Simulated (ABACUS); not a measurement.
NiO: equation of state with PW91

The system is NiO.

```
Ni O
1.0
     0.00000    2.08590    2.08590
     2.08590    0.00000    2.08590
     2.08590    2.08590    0.00000
Ni O
1 1
Direct
  0.00000 0.00000 0.00000
  0.50000 0.50000 0.50000
```

```yaml
Program: ABACUS 3.10.1
Task: equation of state
Functional: PW91
Potentials_or_basis: Ansatz NC PBE
Cutoff: 1401 eV
Density_cutoff: 5606 eV
Basis: plane waves
k_mesh: 9 × 9 × 9
Occupations: fermi-dirac, width 0.05 eV
Spin: collinear spin, ferromagnetic start
Starting_moments: "[1.0, 0.0] μB"
Radial_cutoff_of_the_potentials_pseudo_rcut: 10 bohr
SCF_threshold_on_the_density: 1e-08
Max_SCF_steps: 100
Eigensolver: dav
Mixing: broyden
Mixing_share: 0.4
Symmetry_key: 1
```

```
Equilibrium volume : 9.41 Å³/atom (rough: see the caveat)
Bulk modulus       : 464 GPa (rough)
```

Energy against volume, from the lowest point:
| volume (Å³/atom) | energy (meV/atom) |
| --- | --- |
| 8.531 | 59.02 |
| 8.894 | 27.31 |
| 9.257 | 0.00 |
| 9.620 | 4.36 |

All runs of the series together: 36 s on 4 threads of AMD EPYC 9R45 96-Core Processor (Zen 5), with other jobs on the host.

Caveat: the fit is doubtful: noisy points or a state that changes with volume; the potentials were made for another functional, which shifts forces and pressure.
